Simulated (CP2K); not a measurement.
Rh:

```
Rh
1.0
     2.68397    0.00000    0.00000
     1.34198    2.32438    0.00000
     1.34198    0.77479    2.19145
Rh
1
Direct
  0.00000 0.00000 0.00000
```

* Program: CP2K 2026.2
* Task: single point
* Functional: PBEsol
* Potentials or basis: POTENTIAL_UZH Rh GTH-PBE-q17; TZVP-MOLOPT-PBE-GTH basis
* Density cutoff: 6123 eV
* k mesh: 12 × 12 × 12
* Occupations: fermi-dirac, width 0.05 eV
* Spin: no spin polarisation

On this cell: pressure -1.2 GPa; band gap on the k mesh none (metal or under the smearing width).

The same run follows on a disturbed copy (cell strained at random at fixed volume):

```
Rh
1.0
     2.72008    0.00000    0.00000
     1.35902    2.31187    0.00000
     1.24889    0.88349    2.17405
Rh
1
Direct
  0.00477 0.00350 0.99418
```

Q: What does the disturbed cell give?

A: The energy (extrapolated to zero smearing) moves by +45.3 meV/atom; pressure 0.1 GPa; band gap on the k mesh none (metal or under the smearing width).

Stress tensor (GPa, compression positive):
```
-8.21  2.09  7.11
 2.09  3.09 -9.64
 7.11 -9.64  5.49
```

Caveats: the potentials were made for another functional, which shifts forces and pressure; the basis of atomic orbitals isn't converged, which shifts pressures, moduli and gaps.
